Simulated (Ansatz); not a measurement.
# Si: the cost of one run

Program: Ansatz 0.2.0. Level of theory: DFT PBE, scalar-relativistic, plane waves, PAW. These are calculated values, not measurements.

1 further run of the same task is left out (it didn't finish).

## (1) The structure to begin with

Symmetry: P6_3/mmc, No. 194, hexagonal system. The conventional cell has a = 6.583 Å, b = 6.583 Å, c = 3.755 Å, α = 90.00°, β = 90.00°, γ = 120.00°. Around Si (site symmetry mm2) lie 4 Si at 2.14 to 2.30 Å.

Structure file:

```
Si
1.0
     6.58250    0.00000    0.00000
    -3.29125    5.70061    0.00000
     0.00000    0.00000    3.75501
Si
6
Cartesian
  4.3605 2.5176 0.9388
  0.0000 5.0351 2.8163
  1.0693 3.1831 2.8163
  -1.0693 3.1831 2.8163
  2.2220 2.5176 0.9388
  3.2913 0.6655 0.9388
```

Recipe of the guess: 4-connected net of one element (P6_3/mmc, No. 194). Lengths come from tabulated atomic sizes and are only a guess.

## (2) The guess as it stands, on a coarse mesh

File input.yaml:

```yaml
crystal:
  lattice:
    - [6.58250197, 0.0, 0.0]
    - [-3.29125098, 5.70061392, 0.0]
    - [0.0, 0.0, 3.75500941]
  atoms:
    - { symbol: Si, position: [0.88325751, 0.44162875, 0.25] }
    - { symbol: Si, position: [0.44162875, 0.88325751, 0.75] }
    - { symbol: Si, position: [0.44162875, 0.55837125, 0.75] }
    - { symbol: Si, position: [0.11674249, 0.55837125, 0.75] }
    - { symbol: Si, position: [0.55837125, 0.44162875, 0.25] }
    - { symbol: Si, position: [0.55837125, 0.11674249, 0.25] }
basis:
  ecutwfc: 420
kpoints:
  mp_grid: { grid: [3, 3, 4] }
hamiltonian:
  xc: pbe
scf:
  occupations: { method: gaussian, width: 0.1 }
  lower_state_search: "off"
output:
  forces: true
  stress: true
  eigenvalues: true
```

Launch:

```console
$ ansatz run input.yaml --threads 1 --pin off --max-ram 2048MiB --backend cpu --events-out ev --progress --plain --runs-dir out
```

**Question.** How long does this run take on 1 thread of Arm Neoverse V1, shared host, and how much memory does it need?

About 2.3 s, with a peak of 0.33 GiB.
